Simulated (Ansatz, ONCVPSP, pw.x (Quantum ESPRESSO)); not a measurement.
# pw.x on fcc Zr: one setting changed

Potential: optimised norm-conserving Vanderbilt (ONCV), ONCVPSP 4.0.1, PBE; core [Ar] 3d10, reference 4s2 4p6 4d2 5s2; waves: 4s+5s: rc 1.80 bohr, ncon 4, nbas 8, qcut 8.6 1/bohr, 2 projectors; 4p: rc 1.60 bohr, ncon 5, nbas 9, qcut 10.9 1/bohr, 1 projector; 4d: rc 2.15 bohr, ncon 3, nbas 8, qcut 6.7 1/bohr, 2 projectors, debl 2.9 Ha; local part: polynomial inside 1.55 bohr (lpopt 5, dvloc0 6 Ha); core correction: Teter function, fcfact 4, rcfact 1.3.

The reference run (k-mesh 13³, cutoffs 100/400 Ry, Fermi–Dirac 0.01 Ry, mixing_beta 0.4, conv_thr 1e-9, no spin) gives 0.57 GPa at 23.229 Å³/atom, where all-electron LAPW gives 0.31 GPa. This run, with its own iteration cap, changes smearing to gauss.

```
&control
  calculation='scf', prefix='x', pseudo_dir='./', outdir='./tmp', tstress=.true., disk_io='none'
/
&system
  ibrav=0, nat=1, ntyp=1, ecutwfc=100, ecutrho=400, nbnd=14,
  occupations='smearing', smearing='gauss', degauss=0.01
/
&electrons
  conv_thr=1e-09, mixing_beta=0.4, electron_maxstep=50
/
ATOMIC_SPECIES
Zr 1.0 Zr.UPF
CELL_PARAMETERS angstrom
  0.00000000 2.26464521 2.26464521
  2.26464521 0.00000000 2.26464521
  2.26464521 2.26464521 0.00000000
ATOMIC_POSITIONS crystal
Zr 0.0000 0.0000 0.0000
K_POINTS automatic
13 13 13 0 0 0
```

```bash
pw.x < Zr.scf.in > Zr.scf.out
```

**Question.** How does the run end?

**Answer.** It converges in 6 iterations; the free energy moves by +40.6 meV/atom and the pressure by -0.29 GPa. Gaussian smearing of the same width is narrower in effect than Fermi–Dirac, so its quadratic term in F is smaller.

```
Message from routine setup:
     using ibrav=0 with symmetry is DISCOURAGED, use correct ibrav instead
     lattice parameter (alat)  =       6.0522  a.u.
     unit-cell volume          =     156.7571 (a.u.)^3
     number of electrons       =        12.00
     number of Kohn-Sham states=           14
     kinetic-energy cutoff     =     100.0000  Ry
     charge density cutoff     =     400.0000  Ry
     scf convergence threshold =      1.0E-09
     Exchange-correlation= PBE
     number of k points=    84  Gaussian smearing, width (Ry)=  0.0100
     iteration #  1     ecut=   100.00 Ry     beta= 0.40
     total energy              =     -98.75673731 Ry
     estimated scf accuracy    <       0.01484761 Ry
     iteration #  2     ecut=   100.00 Ry     beta= 0.40
     total energy              =     -98.75711954 Ry
     estimated scf accuracy    <       0.00211712 Ry
     iteration #  3     ecut=   100.00 Ry     beta= 0.40
     total energy              =     -98.75744789 Ry
     estimated scf accuracy    <       0.00013023 Ry
     iteration #  4     ecut=   100.00 Ry     beta= 0.40
     total energy              =     -98.75745857 Ry
     estimated scf accuracy    <       0.00000207 Ry
     iteration #  5     ecut=   100.00 Ry     beta= 0.40
     total energy              =     -98.75745949 Ry
     estimated scf accuracy    <       0.00000002 Ry
     iteration #  6     ecut=   100.00 Ry     beta= 0.40
     the Fermi energy is    14.0750 ev
!    total energy              =     -98.75745950 Ry
     estimated scf accuracy    <          3.8E-10 Ry
     smearing contrib. (-TS)   =      -0.00119447 Ry
     The total energy is F=E-TS. E is the sum of the following terms:
     one-electron contribution =     -17.88970265 Ry
     hartree contribution      =      13.59598502 Ry
     xc contribution           =     -17.32608249 Ry
     ewald contribution        =     -77.13646491 Ry
     convergence has been achieved in   6 iterations
          total   stress  (Ry/bohr**3)                   (kbar)     P=        2.81
     Message from routine punch:
     Nothing written, as per user request (disk_io='none')
```

The run took about 35 s on one core of a shared host (Intel(R) Xeon(R) Processor @ 2.60GHz, 24 threads, 32 GiB, load 7).
